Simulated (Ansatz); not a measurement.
A run of Ansatz 0.2.0:

File input.yaml:

```yaml
crystal:
  lattice:
    - [1.5054695445, 0.8691832468, 2.4399269062]
    - [-1.5054695445, 0.8691832468, 2.4399269062]
    - [0.0, -1.7383664936, 2.4399269062]
  atoms:
    - { symbol: Co, position: [0.0, 0.0, 0.0], spin: 2.0 }
    - { symbol: O, position: [0.5, 0.5, 0.5] }
hamiltonian:
  xc: pbe
  pseudopotentials: { kind: paw }
magnetization:
  spin_polarized: true
kpoints:
  mp_grid: { grid: [11, 11, 11] }
  band_path:
    path:
      - [[0.0, 0.0, 0.0], [0.5, 0.0, 0.0], [0.5, 0.2512681158, -0.2512681158]]
      - [[0.7487318842, 0.5, 0.2512681158], [0.5, 0.5, 0.5], [0.0, 0.0, 0.0], [0.3756340579, 0.0, -0.3756340579]]
      - [[0.6243659421, 0.3756340579, 0.0], [0.5, 0.5, 0.0], [0.6243659421, 0.6243659421, 0.2512681158], [0.5, 0.5, 0.5]]
      - [[0.5, 0.0, 0.0], [0.7487318842, 0.3756340579, 0.3756340579]]
    npoints: 14
scf:
  occupations: { method: fermi_dirac, width: 0.05 }
  n_extra_bands: 6
output:
  forces: true
  stress: true
  eigenvalues: true
  fatbands: false
```

Potentials or basis: Ansatz PAW.

Command:

```sh
$ ansatz run input.yaml --threads 2 --pin off --max-ram 5632MiB --backend cpu --events-out ev --progress --plain --runs-dir out
```

Hardware: 2 threads of Arm Neoverse V1, on a shared host.

Task: How long does it take, and how much memory?

Result: It took 8.9 s on 2 threads of Arm Neoverse V1, on a shared host, peak memory 0.36 GiB. Counts: scf iterations 14, plane waves 339, k points 146, bands 18.
